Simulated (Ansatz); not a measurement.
SnO:

```xyz
4
Lattice="3.3550 0.0000 0.0000 0.0000 5.6741 0.0000 0.0000 0.0000 4.2220" Properties=species:S:1:pos:R:3 pbc="T T T"
Sn    1.6775    4.3582    0.0555
Sn    0.0000    1.3159    2.1665
O     1.6775    0.6171    1.0000
O     0.0000    5.0570    3.1110
```

The cell comes from a database or a generator and needn't be the stable form of this composition.

Base run:

| Item | Value |
| --- | --- |
| Program | Ansatz 0.2.0 |
| Functional | PBEsol |
| Potentials or basis | Ansatz PAW |
| Cutoff | 420 eV |
| Density cutoff | 1680 eV |
| k mesh | 8 × 5 × 6 |
| Occupations | fermi-dirac, width 0.05 eV |
| Spin | no spin polarisation |

Its results: band gap on the k mesh 1.43 eV, indirect (least direct gap 2.02 eV).

Question: The run is repeated on the same cell with these changes: k mesh from 8 × 5 × 6 to 8 × 4 × 6; occupations from fermi-dirac, width 0.05 eV to fixed. What comes out?

Answer: Band gap on the k mesh 1.34 eV, indirect (least direct gap 1.98 eV).

Caveats: spin-orbit coupling is left out, which moves the levels of the heavy elements; the k mesh misses the band edges, so the gap on the mesh is wider than the one along the path (some runs).

Not every run made on this cell is shown here.
